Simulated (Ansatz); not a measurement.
The system is CdS (Greenockite).

```
Cd S
1.0
     4.15000    0.00000    0.00000
    -2.07500    3.59401    0.00000
     0.00000    0.00000    6.73700
Cd S
2 2
Direct
  0.66667 0.33333 0.50000
  0.33333 0.66667 0.00000
  0.66667 0.33333 0.87500
  0.33333 0.66667 0.37500
```

Base run:

| Item | Value |
| --- | --- |
| Program | Ansatz 0.2.0 |
| Functional | PBE |
| Potentials or basis | Ansatz PAW |
| Cutoff | 420 eV (not typed: the program's choice for these potentials) |
| k mesh | 7 × 7 × 4 |
| Occupations | fixed |
| Spin | no spin polarisation |

Its results: band gap on the k mesh 1.20 eV, direct; electronic dielectric tensor (diagonal) 5.99, 5.99, 6.10.

Problem. The run is repeated on the same cell with these changes: functional from PBE to LDA. What comes out?

Solution. Band gap on the k mesh 0.91 eV, direct; electronic dielectric tensor (diagonal) 6.53, 6.53, 6.61.

Caveats: odd divisions of the mesh miss points on the zone boundary, where band edges often lie, so the gap on the mesh can be too wide.

